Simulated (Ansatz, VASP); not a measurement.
Given: the input of a run of Ansatz 0.2.0 on SiC (Moissanite 3C).

Contents of input.yaml:

```yaml
crystal:
  lattice:
    - [0.0, 2.179, 2.179]
    - [2.179, 0.0, 2.179]
    - [2.179, 2.179, 0.0]
  atoms:
    - { symbol: Si, position: [0.0, 0.0, 0.0] }
    - { symbol: C, position: [0.75, 0.75, 0.75] }
hamiltonian:
  xc: pbe
  pseudopotentials: { kind: paw }
kpoints:
  mp_grid: { grid: [10, 10, 10] }
scf:
  occupations: { method: gaussian, width: 0.012 }
output:
  forces: true
  stress: true
  eigenvalues: true
```

Potentials or basis: Ansatz PAW.

Run with:

```bash
$ ansatz run input.yaml --threads 2 --pin off --max-ram 5632MiB --backend cpu --events-out ev --progress --plain --runs-dir out
```

Set up the same calculation for VASP 6.6.1. Potentials there: VASP PAW PBE potentials, release 64 (Si, C).

As run (the cutoff follows the program's own potentials):

Contents of INCAR:

```
ALGO = Normal
EDIFF = 1E-7
ENCUT = 520
GGA = PE
ISIF = 2
ISMEAR = 0
LASPH = True
LCHARG = True
LELF = True
LREAL = False
LVHAR = True
LWAVE = False
NELM = 80
PREC = Accurate
SIGMA = 0.012
```

Contents of KPOINTS:

```
k-points
0
Gamma
  10 10 10
```

POSCAR

```
SiC
1.0
    0.0000000000      2.1790000000      2.1790000000
    2.1790000000      0.0000000000      2.1790000000
    2.1790000000      2.1790000000      0.0000000000
Si C
1 1
Direct
    0.0000000000      0.0000000000      0.0000000000
    0.7500000000      0.7500000000      0.7500000000
```

Potentials or basis: VASP PAW PBE potentials, release 64 (Si, C).

The run is started by

```bash
$ cat potpaw_PBE.64/Si/POTCAR potpaw_PBE.64/C/POTCAR > POTCAR
$ mpirun -np 1 vasp_std > vasp.out
```

Both were run:

|  | VASP | Ansatz | Ansatz less VASP |
| --- | --- | --- | --- |
| gap on the k mesh at the Fermi level (eV) | 1.36 | 1.36 | +0.003 |
| least direct gap on the mesh (eV) | 4.54 | 4.55 | +0.004 |
| pressure (GPa) | 3.2 | 3.3 | +0.06 |

With one functional, cell and mesh, what is left measures potentials, basis and numerics.

A k mesh can miss the band edges.
